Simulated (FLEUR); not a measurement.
# PtSe2 (Sudovikovite) (P-3m1) in FLEUR: convergence with fermiSmearingEnergy

Aim: find how far fermiSmearingEnergy must go before the results for PtSe2 (Sudovikovite) settle, at PBEsol. This setting moves, with any that are tied to it; all else stays.

Program: FLEUR MaX-R8.1 (later development tree). These are calculated values, not measurements. Logs are shortened: lines on timing, memory, paths and dates and some standing lists are left out, and cuts for length are marked.

### Step 1. The crystal as given

Symmetry: P-3m1, No. 164, trigonal system. The conventional cell has a = 3.724 Å, b = 3.724 Å, c = 5.062 Å, α = 90.00°, β = 90.00°, γ = 120.00°. Pt (site symmetry -3m) has 6 Se at 2.49 Å as nearest neighbours. Se (site symmetry 3m) has 3 Pt at 2.49 Å as nearest neighbours.

### Step 2. With fermiSmearingEnergy 0.4 eV

inp.xml reads:

```xml
<?xml version="1.0" encoding="UTF-8" standalone="no"?>
<fleurInput fleurInputVersion="0.39">
   <comment>
      PtSe2                                                                                               
   </comment>
   <calculationSetup>
      <cutoffs Kmax="5.21" Gmax="16.2" GmaxXC="16.2" numbands="0"/>
      <scfLoop itmax="60" minDistance="0.00001" maxIterBroyd="15" imix="Anderson" alpha="0.05" precondParam="0.0" spinf="2.0" sdNocoIR="T"/>
      <coreElectrons ctail="T" frcor="F" kcrel="0" coretail_lmax="0"/>
      <xcFunctional name="PBEs" relativisticCorrections="F"/>
      <magnetism jspins="1"/>
      <soc l_soc="F" theta="0.0" phi="0.0" spav="F"/>
      <expertModes spex="0" secvar="F"/>
      <geometryOptimization l_f="T" forcealpha="1.0" forcemix="BFGS" epsdisp="0.0005" epsforce="0.0002"/>
      <ldaU l_linMix="F" mixParam="0.05" spinf="1.0"/>
   </calculationSetup>
   <cell>
      <bzIntegration valenceElectrons="50.0" mode="hist" fermiSmearingEnergy="0.01469973">
         <kPointListSelection listName="default-1"/>
         <!-- k-points included here -->
         <xi:include xmlns:xi="http://www.w3.org/2001/XInclude" href="kpts.xml"> </xi:include>
      </bzIntegration>
      <!-- symmetry operations included here -->
      <xi:include xmlns:xi="http://www.w3.org/2001/XInclude" href="sym.xml"> </xi:include>
      <bulkLattice scale="1.0">
         <bravaisMatrix>
            <row-1>    7.0373400880104002     0.0000000000000000     0.0000000000000000</row-1>
            <row-2>   -3.5186700440052001     6.0945152913003797     0.0000000000000000</row-2>
            <row-3>    0.0000000000000000     0.0000000000000000     9.5657936427252004</row-3>
         </bravaisMatrix>
      </bulkLattice>
   </cell>
[... 14 lines left out ...]
         <lo type="SCLO" l="1" n="5" eDeriv="1"/>
         <lo type="SCLO" l="2" n="5" eDeriv="2"/>
         <lo type="SCLO" l="3" n="5" eDeriv="2"/>
      </species>
      <species name="Selenium (Se)" element="Se" atomicNumber="34">
         <mtSphere radius="1.88" gridPoints="629" logIncrement="0.019"/>
         <atomicCutoffs lmax="8" lnonsphr="8"/>
         <electronConfig flipSpins="F">
            <coreConfig>(1s1/2) (2s1/2) (2p1/2) (2p3/2) (3s1/2) (3p1/2) (3p3/2)</coreConfig>
            <valenceConfig>(3d3/2) (3d5/2) (4s1/2) (4p1/2) (4p3/2)</valenceConfig>
            <stateOccupation state="(4p1/2)" spinUp="0.666667" spinDown="0.666667"/>
            <stateOccupation state="(4p3/2)" spinUp="1.333333" spinDown="1.333333"/>
         </electronConfig>
         <energyParameters s="4" p="4" d="4" f="4"/>
         <lo type="SCLO" l="2" n="3" eDeriv="0"/>
         <lo type="SCLO" l="0" n="4" eDeriv="2"/>
         <lo type="SCLO" l="1" n="4" eDeriv="2"/>
         <lo type="SCLO" l="3" n="4" eDeriv="2"/>
      </species>
   </atomSpecies>
   <atomGroups>
      <atomGroup species="Platinum (Pt)">
         <relPos label="                   1">.0000000000 .0000000000 .0000000000</relPos>
         <force calculate="T" relaxXYZ="TTT"/>
      </atomGroup>
      <atomGroup species="Selenium (Se)">
         <relPos label="                   2">-1.000/3.000 1.000/3.000 -1.000/4.000</relPos>
         <relPos label="                   3">1.000/3.000 -1.000/3.000 1.000/4.000</relPos>
         <force calculate="T" relaxXYZ="TTT"/>
      </atomGroup>
   </atomGroups>
   <output dos="F" band="F" slice="F">
      <checks vchk="F" cdinf="F"/>
      <bandDOS minEnergy="-.5*Htr" maxEnergy="0.5*Htr" sigma="0.015" storeEVData="T"/>
      <vacuumDOS vacdos="F" integ="F" star="F" nstars="0" locx1="0.0" locy1="0.0" locx2="0.0" locy2="0.0" nstm="0" tworkf="0.0"/>
      <unfoldingBand unfoldBand="F" supercellX="1" supercellY="1" supercellZ="1"/>
      <plotting iplot="0" polar="F">
         <plot TwoD="T" vec1="  1.0  0.0  0.0" vec2="  0.0  1.0  0.0" vec3="  0.0  0.0  1.0" zero="  0.0  0.0  0.0" file="plot"/>
      </plotting>
      <chargeDensitySlicing numkpt="0" minEigenval="0.0" maxEigenval="0.0" nnne="0" pallst="F"/>
      <specialOutput eonly="F"/>
      <moessbauerParams electricFieldGradient="T" isomerShift="T" coreHyperfine="T" valenceHyperfine="T"/>
      <magneticCircularDichroism mcd="F" energyLo="-10.0" energyUp="0.0"/>
   </output>
  <!-- We include the file relax.xml here to enable relaxations (see documentation) -->
  <xi:include xmlns:xi="http://www.w3.org/2001/XInclude" href="relax.xml"> <xi:fallback/> </xi:include>
</fleurInput>
```

crystal.txt reads:

```
PtSe2
&input cartesian=F /
3.7240000000  0.0000000000  0.0000000000
-1.8620000000  3.2250786037  0.0000000000
0.0000000000  0.0000000000  5.0620000000
1.8897261246
1.0 1.0 1.0

3
78 0.0000000000  0.0000000000  0.0000000000
34 0.6666666667  0.3333333333  0.7500000000
34 0.3333333333  0.6666666667  0.2500000000

&kpt div1=6 div2=6 div3=4 gamma=T /
```

Potentials or basis: all-electron, FLAPW.

On the command line:

```bash
$ inpgen -f crystal.txt -profile fastHighL
$ # inp.xml edited to the form shown
$ fleur_MPI -warn_only
```

Log:

```text
Welcome to FLEUR        (www.flapw.de)
      MaX-Release 8.1          (www.max-centre.eu)

 ========== k-point set info ==========
 Selected k-point list: default-1
 k-point list type: mesh
 6 x 6 x 4
 Number of k points: 24

 ------------Calculation Setup---------------------------
 Number of MPI-tasks      :            1
 Number of PE/node        :            1
 Number of OMP-threads    :            1
 Most efficient MPI parallelization for:
           1           2           3           4           6           8          12          24
 Additional eigenvalue parallelization possible
 Number of basis functions:         1101
 Approximate size of matrices (H+S) per k-point:         0.018 GB
 --------------------------------------------------------
************FLEUR-Warning*****************
Error message: core-state search did not converge within the iteration limit; Continue with best solution found?
Error occurred in subroutine: differ
Hint: n=4 l=0 j=0.50000 state of atom with Z=34: achieved |de|=2.5686E-07, target=1.0000E-07. A finer radial mesh (smaller logIncrement / more gridPoints) may help reach full convergence.
Error from PE:0/1
*****************************************
 Iteration:     1   Distance:      14.00732280 me/bohr^3
 Iteration:     2   Distance:      11.76549337 me/bohr^3
 Iteration:     3   Distance:       6.04923059 me/bohr^3
 Iteration:     4   Distance:       2.39097832 me/bohr^3
 Iteration:     5   Distance:       1.67067556 me/bohr^3
 Iteration:     6   Distance:       0.48559154 me/bohr^3
 Iteration:     7   Distance:       0.29729960 me/bohr^3
 Iteration:     8   Distance:       0.07809244 me/bohr^3
 Iteration:     9   Distance:       0.01698257 me/bohr^3
 Iteration:    10   Distance:       0.01329692 me/bohr^3
 Iteration:    11   Distance:       0.00234936 me/bohr^3
 Iteration:    12   Distance:       0.00136822 me/bohr^3
 Iteration:    13   Distance:       0.00049609 me/bohr^3
 Iteration:    14   Distance:       0.00008159 me/bohr^3
 Iteration:    15   Distance:       0.00006522 me/bohr^3
 Iteration:    16   Distance:       0.00005835 me/bohr^3
 Iteration:    17   Distance:       0.00004247 me/bohr^3
 Iteration:    18   Distance:       0.00001870 me/bohr^3
 Iteration:    19   Distance:       0.00000444 me/bohr^3
 Reset of history

 ********************************************************************
 Run finished successfully
 Stop message:
   Structural relaxation: new displacements generated
 ********************************************************************
```

It took 5.1 min on 1 thread of Arm Neoverse V1, shared host; peak memory 0.11 GiB.

Results:

```yaml
Free_energy: -633993.1016 eV
Largest_force: 0.488 eV/Å
Band_gap_on_the_k_mesh: none (metal or under the smearing width)
Valence_electrons_inside_the_program's_atomic_spheres: Pt 16.40; Se 12.76 (radii Pt 2.44, Se 1.88 bohr)
```

### Step 3. With fermiSmearingEnergy 0.3 eV

Changes to inp.xml since step 2:

```diff
@@ -17,3 +17,3 @@
    <cell>
-      <bzIntegration valenceElectrons="50.0" mode="hist" fermiSmearingEnergy="0.01469973">
+      <bzIntegration valenceElectrons="50.0" mode="hist" fermiSmearingEnergy="0.01102480">
          <kPointListSelection listName="default-1"/>
```

crystal.txt is that of step 2.

Potentials or basis: all-electron, FLAPW.

On the command line:

```bash
$ inpgen -f crystal.txt -profile fastHighL
$ # inp.xml edited to the form shown
$ fleur_MPI -warn_only
```

Wall time 5.1 min (1 thread of Arm Neoverse V1, shared host); peak memory 0.11 GiB.

What came out:

| Item | Value |
| --- | --- |
| Free energy | -633992.9817 eV |
| Largest force | 0.418 eV/Å |
| Band gap on the k mesh | none (metal or under the smearing width) |
| Valence electrons inside the program's atomic spheres | Pt 16.40; Se 12.76 (radii Pt 2.44, Se 1.88 bohr) |

### Step 4. With fermiSmearingEnergy 0.2 eV

Changes to inp.xml since step 3:

```diff
@@ -17,3 +17,3 @@
    <cell>
-      <bzIntegration valenceElectrons="50.0" mode="hist" fermiSmearingEnergy="0.01102480">
+      <bzIntegration valenceElectrons="50.0" mode="hist" fermiSmearingEnergy="0.00734986">
          <kPointListSelection listName="default-1"/>
```

crystal.txt is that of step 3.

On the command line:

```bash
$ inpgen -f crystal.txt -profile fastHighL
$ # inp.xml edited to the form shown
$ fleur_MPI -warn_only
```

Run time: 5.1 min. Hardware: 1 thread of Arm Neoverse V1, shared host; peak memory 0.11 GiB.

Results:

```yaml
Free_energy: -633992.9106 eV
Largest_force: 0.372 eV/Å
Band_gap_on_the_k_mesh: none (metal or under the smearing width)
Valence_electrons_inside_the_program's_atomic_spheres: Pt 16.40; Se 12.77 (radii Pt 2.44, Se 1.88 bohr)
```

### Step 5. With fermiSmearingEnergy 0.1 eV

Changes to inp.xml since step 4:

```diff
@@ -17,3 +17,3 @@
    <cell>
-      <bzIntegration valenceElectrons="50.0" mode="hist" fermiSmearingEnergy="0.00734986">
+      <bzIntegration valenceElectrons="50.0" mode="hist" fermiSmearingEnergy="0.00367493">
          <kPointListSelection listName="default-1"/>
```

crystal.txt is that of step 4.

On the command line:

```bash
$ inpgen -f crystal.txt -profile fastHighL
$ # inp.xml edited to the form shown
$ fleur_MPI -warn_only
```

Wall time 4.9 min (1 thread of Arm Neoverse V1, shared host); peak memory 0.11 GiB.

Results:

| Item | Value |
| --- | --- |
| Free energy | -633992.8756 eV |
| Largest force | 0.347 eV/Å |
| Band gap on the k mesh | none (metal or under the smearing width) |
| Valence electrons inside the program's atomic spheres | Pt 16.40; Se 12.77 (radii Pt 2.44, Se 1.88 bohr) |

### Step 6. With fermiSmearingEnergy 0.05 eV

Changes to inp.xml since step 5:

```diff
@@ -17,3 +17,3 @@
    <cell>
-      <bzIntegration valenceElectrons="50.0" mode="hist" fermiSmearingEnergy="0.00367493">
+      <bzIntegration valenceElectrons="50.0" mode="hist" fermiSmearingEnergy="0.00183747">
          <kPointListSelection listName="default-1"/>
```

crystal.txt is that of step 5.

Potentials or basis: all-electron, FLAPW.

On the command line:

```bash
$ inpgen -f crystal.txt -profile fastHighL
$ # inp.xml edited to the form shown
$ fleur_MPI -warn_only
```

Run time: 5.1 min. Hardware: 1 thread of Arm Neoverse V1, shared host; peak memory 0.11 GiB.

What came out:

| Item | Value |
| --- | --- |
| Free energy | -633992.8665 eV |
| Largest force | 0.336 eV/Å |
| Band gap on the k mesh | none (metal or under the smearing width) |
| Valence electrons inside the program's atomic spheres | Pt 16.40; Se 12.77 (radii Pt 2.44, Se 1.88 bohr) |

### Step 7. With fermiSmearingEnergy 0.025 eV

Changes to inp.xml since step 6:

```diff
@@ -17,3 +17,3 @@
    <cell>
-      <bzIntegration valenceElectrons="50.0" mode="hist" fermiSmearingEnergy="0.00183747">
+      <bzIntegration valenceElectrons="50.0" mode="hist" fermiSmearingEnergy="0.00091873">
          <kPointListSelection listName="default-1"/>
```

crystal.txt is that of step 6.

On the command line:

```bash
$ inpgen -f crystal.txt -profile fastHighL
$ # inp.xml edited to the form shown
$ fleur_MPI -warn_only
```

Run time: 5.2 min. Hardware: 1 thread of Arm Neoverse V1, shared host; peak memory 0.11 GiB.

What came out:

| Item | Value |
| --- | --- |
| Free energy | -633992.8629 eV |
| Largest force | 0.325 eV/Å |
| Band gap on the k mesh | none (metal or under the smearing width) |
| Valence electrons inside the program's atomic spheres | Pt 16.40; Se 12.77 (radii Pt 2.44, Se 1.88 bohr) |

### Step 8. With fermiSmearingEnergy 0.01 eV

Changes to inp.xml since step 7:

```diff
@@ -17,3 +17,3 @@
    <cell>
-      <bzIntegration valenceElectrons="50.0" mode="hist" fermiSmearingEnergy="0.00091873">
+      <bzIntegration valenceElectrons="50.0" mode="hist" fermiSmearingEnergy="0.00036749">
          <kPointListSelection listName="default-1"/>
```

crystal.txt is that of step 7.

On the command line:

```bash
$ inpgen -f crystal.txt -profile fastHighL
$ # inp.xml edited to the form shown
$ fleur_MPI -warn_only
```

It took 5.1 min on 1 thread of Arm Neoverse V1, shared host; peak memory 0.11 GiB.

What came out:

| Item | Value |
| --- | --- |
| Free energy | -633992.8612 eV |
| Largest force | 0.308 eV/Å |
| Band gap on the k mesh | none (metal or under the smearing width) |
| Valence electrons inside the program's atomic spheres | Pt 16.40; Se 12.77 (radii Pt 2.44, Se 1.88 bohr) |

### Step 9. Summary

| fermiSmearingEnergy | energy less the tightest run, at zero smearing (meV/atom) | largest force (eV/Å) | SCF cycles | CPU time (s) | peak memory (GiB) |
| --- | --- | --- | --- | --- | --- |
| 0.4 eV | 17.69 | 0.488 | 20 | 310 | 0.11 |
| 0.3 eV | 6.41 | 0.418 | 20 | 310 | 0.11 |
| 0.2 eV | 0.22 | 0.372 | 20 | 310 | 0.11 |
| 0.1 eV | -1.29 | 0.347 | 20 | 300 | 0.11 |
| 0.05 eV | -0.64 | 0.336 | 20 | 310 | 0.11 |
| 0.025 eV | -0.17 | 0.325 | 20 | 310 | 0.11 |
| 0.01 eV | 0.00 | 0.308 | 20 | 300 | 0.11 |

Against the tightest run, the energy stays within 1 meV/atom from 0.05 eV on. Not settled before the last step: the largest force (to 0.005 eV/Å). Narrower smearing needs a denser k mesh, so at a fixed mesh the narrowest width isn't the most accurate. The tightest run that finished is the yardstick and may itself not be fully converged.
